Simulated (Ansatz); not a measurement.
# BN: stress in a strained cell

Aim: deform BN (equal xy, yz and zx engineering shear strains of -1 %) and compute stress, forces and field gradients with LAPW, PAW and all-electron datasets made for the crystal.

Method: DFT PBEsol, scalar-relativistic, in Ansatz 0.2.0.

### 1 The starting structure

It takes space group P6_3/mmc (No. 194, hexagonal). The conventional cell has a = 2.504 Å, b = 2.504 Å, c = 6.661 Å, α = 90.00°, β = 90.00°, γ = 120.00°. Around B (site symmetry -6m2) lie 3 N at 1.45 Å. Around N (site symmetry -6m2) lie 3 B at 1.45 Å.

As a file:

```xyz
4
Lattice="2.5040 0.0000 0.0000 -1.2520 2.1685 0.0000 0.0000 0.0000 6.6612" Properties=species:S:1:pos:R:3 pbc="T T T"
B     0.0000    1.4457    1.6653
B     1.2520    0.7228    4.9959
N     0.0000    1.4457    4.9959
N     1.2520    0.7228    1.6653
```

Atoms are numbered in the order of the input: B1, B2, N3, N4.

### 2 After the deformation

Space group P6_3/mmc before, P-1 after.

### 3 All-electron LAPW

File input.yaml:

```yaml
crystal:
  lattice:
    - [2.5039917043, -0.0125199585, -0.0125199585]
    - [-1.2628384543, 2.1747804061, -0.0045826229]
    - [-0.033306, -0.033306, 6.6612]
  atoms:
    - { symbol: B, position: [0.3333333333, 0.6666666667, 0.25] }
    - { symbol: B, position: [0.6666666667, 0.3333333333, 0.75] }
    - { symbol: "N", position: [0.3333333333, 0.6666666667, 0.75] }
    - { symbol: "N", position: [0.6666666667, 0.3333333333, 0.25] }
kpoints:
  mp_grid: { grid: [11, 11, 4] }
  band_path:
    path:
      - [0.0, 0.0, 0.0]
      - [0.0, 0.0, 0.5]
      - [-0.5, 0.5, 0.0]
      - [0.0, 0.0, 0.0]
      - [0.0, -0.5, 0.0]
      - [-0.5, 0.0, 0.5]
      - [0.0, 0.0, 0.0]
      - [-0.5, 0.0, 0.0]
      - [0.0, -0.5, 0.5]
    npoints: 5
scf:
  occupations: { method: fermi_dirac, width: 0.02 }
hamiltonian:
  xc: pbesol
  pseudopotentials: { kind: all_electron, lapw: { basis_error: 0.001 } }
output:
  forces: true
  stress: true
  eigenvalues: true
```

On the command line:

```console
$ ansatz run input.yaml --threads 1 --pin off --max-ram 6144MiB --backend cpu --events-out ev --progress --plain --runs-dir out
```

### 4 Frozen-core PAW

File input.yaml:

```yaml
crystal:
  lattice:
    - [2.5039917043, -0.0125199585, -0.0125199585]
    - [-1.2628384543, 2.1747804061, -0.0045826229]
    - [-0.033306, -0.033306, 6.6612]
  atoms:
    - { symbol: B, position: [0.3333333333, 0.6666666667, 0.25] }
    - { symbol: B, position: [0.6666666667, 0.3333333333, 0.75] }
    - { symbol: "N", position: [0.3333333333, 0.6666666667, 0.75] }
    - { symbol: "N", position: [0.6666666667, 0.3333333333, 0.25] }
kpoints:
  mp_grid: { grid: [11, 11, 4] }
scf:
  occupations: { method: fermi_dirac, width: 0.02 }
hamiltonian:
  xc: pbesol
  pseudopotentials: { kind: paw }
output:
  forces: true
  stress: true
  eigenvalues: true
  efg: { contact_densities: true }
```

### 5 All-electron PAW on datasets made for the crystal

Changes to input.yaml since step 4:

```diff
@@ -16,3 +16,3 @@
   xc: pbesol
-  pseudopotentials: { kind: paw }
+  pseudopotentials: { kind: all_electron, datasets: crystal }
 output:
```

(Steps that only read results are left out.)

Q: Predict the outcome of this session. Wanted: pressure; largest shear or deviatoric stress.

**Answer**, as computed:

| quantity | value |
| --- | --- |
| pressure | LAPW 0.44, PAW 0.46, crystal datasets 0.44 GPa |
| largest shear or deviatoric stress (LAPW) | 3.71 GPa |

The largest part of the stress beyond the pressure is 3.71 GPa in size, in the xy component; the atoms are carried along and not relaxed. No run of the undeformed cell stands beside it, so the pressure holds what the given cell had before the change. PAW: stress within 0.04 GPa of LAPW, forces within 1 meV/Å. Crystal datasets: stress within 0.01 GPa of LAPW, forces within 1 meV/Å.
